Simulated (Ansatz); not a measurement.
# NiO: the cost of one run

Computed with Ansatz 0.2.0 (DFT PBE without U, plane waves, PAW, unless a step's input says otherwise).

**1. The system as given**

It takes space group F-43m (No. 216, cubic). The conventional cell has a = 4.567 Å, b = 4.567 Å, c = 4.567 Å, α = 90.00°, β = 90.00°, γ = 90.00°. Ni (site symmetry -43m) is surrounded by 4 O at 1.98 Å. O (site symmetry -43m) has 4 Ni at 1.98 Å in its first shell of neighbours.

Coordinates:

```
Ni O
1.0
     0.00000    2.28355    2.28355
     2.28355    0.00000    2.28355
     2.28355    2.28355    0.00000
Ni O
1 1
Direct
  0.00000 0.00000 0.00000
  0.25000 0.25000 0.25000
```

Magnetic order typed: ferromagnetic.

**2. From atoms, symmetry kept, no search**

File input.yaml:

```yaml
crystal:
  lattice:
    - [0.0, 2.28354846, 2.28354846]
    - [2.28354846, 0.0, 2.28354846]
    - [2.28354846, 2.28354846, 0.0]
  atoms:
    - { symbol: Ni, position: [0.0, 0.0, 0.0], spin: 2.0 }
    - { symbol: O, position: [0.25, 0.25, 0.25] }
basis:
  ecutwfc: 420
  ecutrho_ratio: 4
kpoints:
  mp_grid: { grid: [7, 7, 7] }
hamiltonian:
  xc: pbe
scf:
  occupations: { method: gaussian, width: 0.05 }
  lower_state_search: "off"
  max_iter: 150
output:
  forces: true
  stress: true
  eigenvalues: true
  populations: true
  hubbard: { sites: [{ site: 0, l: d }] }
magnetization:
  spin_polarized: true
```

Command:

```bash
$ ansatz run input.yaml --threads 2 --pin off --max-ram 3072MiB --backend cpu --events-out ev --progress --plain --runs-dir out
```

**Question.** How long does this run take on 2 threads of Arm Neoverse N1, shared host, and how much memory does it need?

About 3.4 s, with a peak of 0.3 GiB.
